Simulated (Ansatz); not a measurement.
**CdF2: band gap under strain**

Aim: follow the gap of CdF2 in the fluorite structure through these states: no strain; +0.5 % biaxial strain in the (111) plane, free along [111]; -4.0 % equal strain in all directions. The table at the end shows which levels were run.

The runs shown are made with Ansatz 0.2.0. PAW datasets, plane waves. (Simulation; spin polarisation is off.)

## Step 1: The structure to begin with

The unstrained cell was relaxed with r2SCAN; in each strained cell the atoms were relaxed again with r2SCAN. Names of k-points are those of the unstrained zone, where strain can split equivalent points. First state: no strain.

It is cubic, Fm-3m (No. 225); a = 5.388 Å in the conventional setting, 13.04 Å³ an atom. Around Cd lie 8 F at 2.33 Å; around F lie 4 Cd at 2.33 Å.

The structure in full:

```cif
data_structure
_symmetry_space_group_name_H-M 'Fm-3m'
_symmetry_Int_Tables_number 225
_cell_length_a 5.3884
_cell_length_b 5.3884
_cell_length_c 5.3884
_cell_angle_alpha 90.000
_cell_angle_beta 90.000
_cell_angle_gamma 90.000
_cell_volume 156.45
loop_
_atom_site_label
_atom_site_type_symbol
_atom_site_symmetry_multiplicity
_atom_site_Wyckoff_symbol
_atom_site_fract_x
_atom_site_fract_y
_atom_site_fract_z
_atom_site_occupancy
Cd1 Cd 4 a 0.00000 0.00000 0.00000 1
F1 F 8 c 0.25000 0.75000 0.75000 1
```

## Step 2: No strain: PBE

The input, input.yaml:

```yaml
crystal:
  lattice:
    - [0.0, 2.6941776783, 2.6941776783]
    - [2.6941776783, 0.0, 2.6941776783]
    - [2.6941776783, 2.6941776783, 0.0]
  atoms:
    - { symbol: Cd, position: [0.0, 0.0, 0.0] }
    - { symbol: F, position: [0.25, 0.25, 0.25] }
    - { symbol: F, position: [0.75, 0.75, 0.75] }
kpoints:
  mp_grid: { grid: [8, 8, 8] }
  band_path:
    path:
      - [0.0, 0.0, 0.0]
      - [0.5, 0.0, 0.5]
      - [0.625, 0.25, 0.625]
      - [0.375, 0.375, 0.75]
      - [0.5, 0.5, 0.5]
      - [0.5, 0.25, 0.75]
      - [0.25, -0.5, -0.25]
    npoints: 1
hamiltonian:
  xc: pbe
scf:
  occupations: { method: fermi_dirac, width: 0.02 }
  n_extra_bands: 4
output:
  forces: true
  stress: true
  eigenvalues: true
  write_density: true
  write_potential: true
  elf: true
  volumetric_format: npy
```

Started as:

```console
$ ansatz run input.yaml --threads 2 --pin off --max-ram 2211MiB --backend cpu --events-out ev --progress --plain --runs-dir out
```

The runs that follow: No strain: r2SCAN; No strain: HSE06; +0.5 % biaxial strain in the (111) plane, free along [111]: PBE; +0.5 % biaxial strain in the (111) plane, free along [111]: r2SCAN; +0.5 % biaxial strain in the (111) plane, free along [111]: HSE06; -4.0 % equal strain in all directions: PBE; -4.0 % equal strain in all directions: r2SCAN; -4.0 % equal strain in all directions: HSE06.

**Question.** What will these runs give?

As calculated:

Least gap in eV (negative: overlap), with the change from the unstrained cell in brackets:

| state | volume change (%) | PBE | r2SCAN | HSE06 |
| --- | --- | --- | --- | --- |
| no strain | +0.0 | 3.10 | 3.79 | 5.21 |
| +0.5 % biaxial strain in the (111) plane, free along [111] | +0.4 | 3.09 (-0.01) | 3.78 (-0.01) | 5.19 (-0.02) |
| -4.0 % equal strain in all directions | -11.5 | 3.55 (+0.45) | 4.25 (+0.46) | 5.70 (+0.49) |

What this shows: With HSE06, of the states in the table -4.0 % equal strain in all directions shifts the gap most, by +0.493 eV. PBE and HSE06 differ by 2.11 eV on the unstrained gap, and by at most 0.05 eV on its change: the two disagree on the size of the gap but agree on its response to strain.
